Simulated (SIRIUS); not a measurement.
**Au: equation of state with PBEsol**

**Measured values to compare with.**

From “Exploring toroidal anvil profiles for larger sample volumes above 4 Mbar”, 2024, pmc:11102561, for a bulk crystal of Au: bulk modulus 167 GPa.

Au:

```
CELL_PARAMETERS angstrom
0.00000 2.03500 2.03500
2.03500 0.00000 2.03500
2.03500 2.03500 0.00000
ATOMIC_POSITIONS crystal
Au 0.00000 0.00000 0.00000
```

```
Program             : SIRIUS 7.10.0
Task                : equation of state
Functional          : PBEsol
Potentials or basis : PseudoDojo 0.4.1 PBEsol standard (scalar relativistic)
Cutoff              : 1054 eV
Density cutoff      : 4214 eV
k mesh              : 11 × 11 × 11
Occupations         : fermi-dirac, width 0.05 eV
Spin                : no spin polarisation
```

| Property | Result |
| --- | --- |
| Equilibrium volume | 16.97 Å³/atom |
| Bulk modulus | 176 GPa |
| Pressure derivative of the bulk modulus | 5.7 |

Energy against volume, from the lowest point:
```csv
volume (Å³/atom),energy (meV/atom)
15.843,47.85
16.181,22.24
16.518,6.71
16.855,0.00
17.192,1.03
17.529,8.84
17.866,22.56
```

All runs of the series together: 2.6 min on 1 thread of Arm Neoverse V2, with other jobs on the host.

A measured bulk modulus of Au is 167 GPa (quoted in “Exploring toroidal anvil profiles for larger sample volumes above 4 Mbar”, 2024, pmc:11102561); the calculated 176 GPa misses it by +5.6 %. The fit is for a static lattice scaled at fixed shape and fixed fractional positions.

Spin-orbit coupling is left out, which matters for the levels of Au.
